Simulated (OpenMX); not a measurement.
# ZrSe2 under changes of volume

One of the cells (25.784 Å³/atom); the others are scaled copies at fixed shape and fractional positions:

```xyz
3
Lattice="3.7980 0.0000 0.0000 -1.8990 3.2892 0.0000 0.0000 0.0000 6.1920" Properties=species:S:1:pos:R:3 pbc="T T T"
Zr    0.0000    0.0000    0.0000
Se    1.8990    1.0964    4.6440
Se    0.0000    2.1928    1.5480
```

- Program: OpenMX 3.8.5
- Functional: PBE
- Potentials or basis: OpenMX 2013 PBE set, Zr7.0-s3p2d1, Se7.0-s3p2d1, fixed grid of 40 × 40 × 75 points
- k mesh: 9 × 9 × 5
- Occupations: fermi-dirac, width 0.05 eV
- Spin: no spin polarisation

```csv
volume (Å³/atom),energy over the lowest point (meV/atom),gap on the mesh (eV),largest force (eV/Å)
24.237,71.89,0.19,1.484
24.753,?,?,?
25.268,25.07,0.26,0.937
25.784,11.29,0.29,0.692
26.300,3.11,0.32,0.464
26.815,0.00,0.34,0.249
27.331,1.49,0.36,0.049
```

Task: What does the run at 24.753 Å³/atom give?

Result: Energy over the lowest point 45.08 meV/atom; gap on the mesh 0.23 eV; largest force 1.202 eV/Å.

Worked out: A Birch-Murnaghan fit of order 3 (a polynomial in V^(-2/3)) to the other rows has its minimum at 26.90 Å³/atom with B0 = V·E''(V) = 73 GPa and B' = 4.2 at fixed shape and positions, which overstates the stiffness. It gives 45.03 meV/atom at 24.753 Å³/atom, against the run's 45.08. A straight line through the other rows of the gap, of slope 1.42 eV per unit of ln V, gives 0.23 eV, against the run's 0.23.

Energies are extrapolated to zero smearing.

Caveats: an odd mesh through Γ misses points on the zone boundary, where band edges often lie; this functional lacks dispersion, which binds the layers, so the pressure and a relaxed spacing across them are unreliable; the basis of atomic orbitals isn't converged, which shifts pressures, moduli and gaps; forces of over 1 eV/Å show positions far from the minimum, so gaps and moduli don't describe the material at rest (some runs). Spin-orbit coupling on Se, Zr is left out.
